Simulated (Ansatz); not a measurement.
**ZnS: relaxed-ion elastic tensor**

Theory: DFT PBE, scalar-relativistic, plane waves, PAW in Ansatz. Cutoff 420 eV, 8×8×8 k-points (Γ-centred), fixed occupations. No spin polarisation.

Relaxed structure:
```
Zn S
1.0
     0.00000    2.72171    2.72171
     2.72171    0.00000    2.72171
     2.72171    2.72171    0.00000
Zn S
1 1
Direct
  0.25000 0.25000 0.25000
  0.00000 0.00000 0.00000
```

The cell was relaxed from a distorted copy of a database structure.

**Question.** Give the relaxed-ion elastic constants (GPa, Voigt order xx yy zz yz xz xy, on the Cartesian axes of the cell above).

**Answer.**
C11 = 97.0, C12 = 55.9, C13 = 55.9, C22 = 97.0, C23 = 55.9, C33 = 97.0, C44 = 46.1, C55 = 46.1, C66 = 46.1 GPa; the others vanish.

**Question.** Is the crystal stable against homogeneous strain?

**Answer.** Yes: the least eigenvalue of the tensor is 41.1 GPa.

**Question.** And the moduli of a polycrystal (Hill averages)?

**Answer.** B = 70 GPa, G = 33 GPa, E = 86 GPa, ν = 0.29.
